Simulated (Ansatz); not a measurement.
WS2, a slab with vacuum:

```
CELL_PARAMETERS angstrom
3.18295 0.00000 0.00000
-1.59148 2.75652 0.00000
0.00000 0.00000 28.53222
ATOMIC_POSITIONS crystal
W 0.66667 0.33333 0.43436
W 0.66667 0.33333 0.88553
W 0.00000 0.00000 0.65929
S 0.66667 0.33333 0.60463
S 0.00000 0.00000 0.37971
S 0.00000 0.00000 0.83085
S 0.66667 0.33333 0.71395
S 0.00000 0.00000 0.48903
S 0.00000 0.00000 0.94019
```

Base run:

| Quantity | Value |
| --- | --- |
| Program | Ansatz 0.2.0 |
| Functional | BLYP |
| Potentials or basis | Ansatz PAW |
| Cutoff | 420 eV |
| Density cutoff | 1680 eV |
| k mesh | 10 × 10 × 1 |
| Occupations | fermi-dirac, width 0.05 eV |
| Spin | no spin polarisation |

Its results: band gap on the k mesh 1.47 eV, indirect (least direct gap 2.10 eV); largest force 0.757 eV/Å.

Q: The run is repeated on the same cell with these changes: functional from BLYP to LDA. What comes out?

A: Band gap on the k mesh 1.40 eV, indirect (least direct gap 2.09 eV); largest force 0.400 eV/Å.

Caveats: the k mesh misses the band edges, so the gap on the mesh is wider than the one along the path; spin-orbit coupling is left out, which moves the levels of the heavy elements; the PAW data sets come from PBE, with cores solved anew for the run's functional, which leaves a small shift of forces and pressure; the potentials were made for another functional, which shifts forces and pressure (some runs).

Not every run made on this cell is shown here.
